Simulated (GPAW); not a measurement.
The system is I.

```
I
1.0
     3.63503   -2.39502    0.00000
     3.63503    2.39502    0.00000
     0.00000    0.00000    9.79344
I
4
Cartesian
  3.6350 -0.7152 3.7646
  3.6350 1.6799 1.1321
  3.6350 0.7152 6.0288
  3.6350 -1.6799 8.6613
```

Base run:

```yaml
Program: GPAW 26.7.0
Functional: LDA
Potentials_or_basis: the program's PAW data sets (release 1.2.1) made for this functional
Cutoff: 450 eV
Basis: pw
k_mesh: 6 × 6 × 3
Occupations: fermi-dirac, width 0.001 eV
Spin: no spin polarisation
```

Its results: band gap on the k mesh 1.20 eV, indirect (least direct gap 1.29 eV).

Task: The run is repeated on the same cell with these changes: functional from LDA to GLLB-SC. What comes out?

Result: Band gap on the k mesh, kohn-sham part alone 1.66 eV, indirect (least direct gap 1.75 eV).

Caveats: with so narrow a direct gap the onset needs a denser k mesh; the long-wavelength limit can be off by a per cent or two; spin-orbit coupling is left out, which moves the levels of the heavy elements; an odd mesh through Γ misses points on the zone boundary, where band edges often lie; a model potential gives levels but no total energy (some runs).
